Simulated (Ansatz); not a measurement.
The structure comes from a relaxation in the same program, started in the zincblende type, and has space group F-43m. Whether it is a known phase or the ground state wasn't checked.

AgCl: DFT, PBE, all-electron LAPW, scalar-relativistic (Ansatz 0.2.0).

Command: `ansatz run input.yaml --threads 1 --pin off --max-ram 2048MiB --backend cpu --events-out ev --progress --plain --runs-dir out` The run took 31 s on 1 thread of Arm Neoverse V2, on a shared host, peak memory 0.33 GiB.

```yaml
crystal:
  lattice:
    - [0.0, 3.0295479172, 3.0295479172]
    - [3.0295479172, 0.0, 3.0295479172]
    - [3.0295479172, 3.0295479172, 0.0]
  atoms:
    - { symbol: Ag, position: [0.0, 0.0, 0.0] }
    - { symbol: Cl, position: [0.25, 0.25, 0.25] }
kpoints:
  mp_grid: { grid: [11, 11, 11] }
  band_path:
    path:
      - [0.0, 0.0, 0.0]
      - [-0.5, -0.5, 0.0]
      - [-0.375, -0.375, 0.25]
      - [-0.375, 0.0, 0.375]
      - [0.0, 0.0, 0.0]
      - [0.0, 0.0, 0.5]
      - [-0.5, -0.25, 0.25]
      - [-0.5, -0.5, 0.0]
    npoints: 14
scf:
  occupations: { method: fermi_dirac, width: 0.03 }
hamiltonian:
  xc: pbe
  pseudopotentials: { kind: all_electron, lapw: { basis_error: 0.001 } }
output:
  forces: true
  stress: true
  eigenvalues: true
  fatbands: true
  populations: true
  dos: { projected: true, de: 0.2, e_range: [-14, 8] }
```

Output:

```
Ag: projections on atomic orbitals take those of the free atom 1s2 2s2 2p6 3s2 3p6 3d10 4s2 4p6 4d10 5s1, of charge +0.00 (hamiltonian.pseudopotentials.projection_atoms)
Cl: projections on atomic orbitals take those of the free atom 1s2 2s2 2p6 3s2 3p5, of charge +0.00 (hamiltonian.pseudopotentials.projection_atoms)
LAPW: plane waves up to 7.871 Å⁻¹, error target 1.0e-3 eV per atom; small_component_spin mean_spin; Cl in spheres of 1.168 Å, 15 of its electrons in bands, Dirac shells []; Ag in spheres of 1.456 Å, 19 of its electrons in bands, Dirac shells []
Engine: ansatz 0.2.0
Pseudopotentials: kind: all_electron
Pseudopotential: Ag, LAPW, valence charge 19, Koelling and Harmon's equation, gaussian nucleus
Pseudopotential: Cl, LAPW, valence charge 15, Koelling and Harmon's equation, gaussian nucleus
Functional definition: PBE
  parameter kappa = 0.804
  parameter beta = 0.06672455060314922
  exchange = pbe_x(kappa = kappa, mu = beta*pi^2/3)
  correlation = pbe_c(beta = beta)
Crystal: 2 atoms, lattice volume = 55.611 Å³
Basis set: ecut = 236.01186803088208 eV, 459 PW (Γ), exchange–correlation at level 2
Bands: 21, of which v1, the nominal top of the filled ones, is band 17 counted from 1 (16 counted from 0)
Symmetry: 24 space group operations
Space group: F-43m (ITA 216), of the structure as read, at distance tolerance 3.8e-5 Å
k-points: 56 of 1331 (time reversal used)
Non-local potential: Ag, projectors of the file, none
Non-local potential: Cl, projectors of the file, none
Initial density: superposition of atomic densities (chi_scale 0.1, normalization cell, long waves kept (reshape's long-wave potential 0.00 eV rms))
Initial wavefunctions: plane waves of lowest kinetic energy (no species holds an atomic orbital)
Functional: x = pbe(κ = 0.804, μ = 0.2195149727645171), c = pbe(β = 0.06672455060314922)
iter 1 solved again at ethr=1.41e-3 eV; its pass at ethr=1.00e-1 eV (dr2=4.78e-1 eV) is discarded
SCF iter   1: F=—  HF=-157215.426584 eV  |F-HF|=—  |Δ(HF+E_count)|=         —  Δρ=2.00e-2  dr2=4.80e-1  ethr=1.41e-3  ⟨swp⟩=2.0  Hψ=7917  notcnv=0
preconditioner: auto → none  [insulator: Δε(μ)=1.213 eV  Ē_g=10.411 eV  σ=0.030 eV  W_gap=1.00  n_scr=14 (ndim 8)  ℏωp=21.1 eV  f_vac=0.243  D(μ)=0.00/eV (n_scr^D=0)  ε∞_Penn≈5.1]
iter 2 solved again at ethr=4.26e-5 eV; its pass at ethr=1.41e-3 eV (dr2=1.45e-2 eV) is discarded
SCF iter   2: F=—  HF=-157215.261821 eV  |F-HF|=—  |Δ(HF+E_count)|=   1.65e-1  Δρ=5.59e-3  dr2=1.45e-2  ethr=4.26e-5  ⟨swp⟩=2.0  Hψ=6228  notcnv=0
SCF iter   3: F=—  HF=-157215.231530 eV  |F-HF|=—  |Δ(HF+E_count)|=   3.03e-2  Δρ=3.02e-3  dr2=7.02e-3  ethr=4.26e-5  ⟨swp⟩=3.0  Hψ=3883  notcnv=0
SCF iter   4: F=—  HF=-157215.231603 eV  |F-HF|=—  |Δ(HF+E_count)|=         —  Δρ=9.75e-4  dr2=7.73e-4  ethr=2.07e-5  ⟨swp⟩=2.0  Hψ=3584  notcnv=0
the basis was enlarged: its passes take 76.5 KiB over the memory plan, 1 of 1 planned eigensolver slots
SCF iter   5: F=—  HF=-157215.231632 eV  |F-HF|=—  |Δ(HF+E_count)|=   2.85e-5  Δρ=1.62e-4  dr2=1.24e-5  ethr=2.27e-6  ⟨swp⟩=2.1  Hψ=3373  notcnv=0
SCF iter   6: F=—  HF=-157215.231659 eV  |F-HF|=—  |Δ(HF+E_count)|=   2.73e-5  Δρ=2.34e-5  dr2=3.66e-7  ethr=3.65e-8  ⟨swp⟩=3.0  Hψ=3671  notcnv=0
SCF iter   7: F=-157215.231660 eV  HF=-157215.231660 eV  |F-HF|=1.14e-8  |Δ(HF+E_count)|=   1.06e-6  Δρ=3.29e-6  dr2=6.04e-9  ethr=1.08e-9  ⟨swp⟩=3.0  Hψ=3783  notcnv=0
SCF 1 converged in 7 iterations: F = -157215.231660 eV  dr2 = 6.04e-9
NSCF: frozen V_eff on 99 k-points
SCF converged after 7 iterations
Free energy (F): -157215.231660 eV
Harris-Foulkes:  -157215.231660 eV  (|F-HF|=1.14e-8)
Internal energy: -157215.231660 eV  (E = F + TS)
E sigma→0 (E₀):  -157215.231660 eV
Fermi energy:    6.066098 eV
--- Per-component energies (eV) ---
  E_band       = -1978.717052
  E_kinetic    = 163870.622290
  E_xc         = -4834.156457
  E_electrostatic = -316251.697493  (all electrons and nuclei)
  E_smearing   = -0.000000  (= −TS)
  E_closure    = 0.000000  (closes the sum)
  E_atoms      = -157209.811095  (free atoms, spherical and without spin; not in F)
  Σ components = -157215.231660   (vs F -157215.231660, Δ=0.00e0)
  Basis errors (estimates in eV, not in F): energy 4.5e-4 per atom: plane waves 4.0e-4 (2.4e-4 summed), levels above the bands 1.2e-126, relativity 8.8e-8, radial functions 4.6e-5, core shells 3.9e-7; eigenvalues (radial functions only) 2.4e-6; not estimated: angular momenta, meshes, grids; target (lapw.basis_error) 1.0e-3; muffin-tin radii Cl 1.168 Å, Ag 1.456 Å
--- Forces (eV/Å), atoms counted from 1 ---
  atom   1  Ag    -0.00000000     0.00000000    -0.00000000
  atom   2  Cl     0.00000000    -0.00000000     0.00000000
  max |Σ_I F_I| component: 4.63e-17 eV/Å
--- Stress (GPa, compression-positive) ---
        0.009295       0.000000      -0.000000
        0.000000       0.009295       0.000000
       -0.000000       0.000000       0.009295
  P = ⅓ Tr σ = 0.0093 GPa (0.093 kbar)
--- Band table (eV; the first three rows and the last of 56) ---
  k-point 0: bands = ["-240.3115", "-179.2304", "-179.2304", "-179.2304", "-84.1000", "-47.6320", "-47.6320", "-47.6320", "-9.2788", "1.5027", "1.5027", "1.5027", "3.3667", "3.3667", "5.3832", "5.3832", "5.3832", "6.6792", "13.4441", "13.4441", "13.4441"]
  k-point 1: bands = ["-240.3115", "-179.2304", "-179.2304", "-179.2304", "-84.1000", "-47.6321", "-47.6320", "-47.6320", "-9.2660", "1.4810", "1.5182", "1.5182", "3.3642", "3.3642", "5.1573", "5.3457", "5.3457", "6.9650", "13.1766", "13.5187", "13.5187"]
  k-point 2: bands = ["-240.3115", "-179.2304", "-179.2304", "-179.2304", "-84.1000", "-47.6323", "-47.6321", "-47.6321", "-9.2316", "1.4358", "1.5591", "1.5591", "3.3623", "3.3623", "4.7091", "5.2421", "5.2421", "7.5696", "12.6516", "13.6875", "13.6875"]
  k-point 55: bands = ["-240.3115", "-179.2304", "-179.2304", "-179.2304", "-84.1000", "-47.6327", "-47.6325", "-47.6323", "-9.0649", "1.5104", "1.6843", "1.9887", "3.3058", "3.5135", "3.6714", "3.8370", "4.4475", "10.7649", "11.5175", "13.1662", "14.1055"]
--- Löwdin populations: 2 sites ---
  site symbol       q [e]
     0     Ag     46.4011
     1     Cl     17.5042
  spilling = 0.001480 (of n_electrons = 64.000000)
```

populations.tsv:

```
# site	symbol	l	j	q
# orbitals = lowdin
# n_electrons = 64.000000
# spilling = 0.001480
# projection_atom_Ag: 1s2 2s2 2p6 3s2 3p6 3d10 4s2 4p6 4d10 5s1
# projection_atom_Cl: 1s2 2s2 2p6 3s2 3p5
0	Ag	0_1S	-	2.000000
0	Ag	0_2S	-	1.999993
0	Ag	0_3S	-	1.999880
0	Ag	0_4S	-	1.997786
0	Ag	0_5S	-	0.441829
0	Ag	1_2P	-	6.000000
0	Ag	1_3P	-	5.999998
0	Ag	1_4P	-	5.999614
0	Ag	2_3D	-	10.000000
0	Ag	2_4D	-	9.962032
1	Cl	0_1S	-	1.999979
1	Cl	0_2S	-	1.998535
1	Cl	0_3S	-	1.918784
1	Cl	1_2P	-	5.999864
1	Cl	1_3P	-	5.586994
```
